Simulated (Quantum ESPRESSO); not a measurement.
Crystal: HfC.

```
CELL_PARAMETERS angstrom
0.00000 2.32500 2.32500
2.32500 0.00000 2.32500
2.32500 2.32500 0.00000
ATOMIC_POSITIONS crystal
Hf 0.50000 0.50000 0.50000
C 0.00000 0.00000 0.00000
```

Base run:

- Program: Quantum ESPRESSO 7.5
- Functional: AM05
- Potentials or basis: SG15 PBE 1.2
- Cutoff: 1197 eV
- Density cutoff: 4789 eV
- k mesh: 10 × 10 × 10
- Occupations: fermi-dirac, width 0.05 eV
- Spin: no spin polarisation

Its results: band gap on the k mesh none (metal or under the smearing width); pressure -6.9 GPa.

Problem. After a change of settings the same cell gave: band gap on the k mesh none (metal or under the smearing width); pressure -5.5 GPa. Which change was it?
A. functional from AM05 to LDA
B. functional from AM05 to WC
C. functional from AM05 to RPBE
D. functional from AM05 to revPBE

Solution. B.

Caveats: the potentials were made for another functional, which shifts forces and pressure; spin-orbit coupling is left out, which moves the levels of the heavy elements.

Runs at the PBE level aren't shown here.
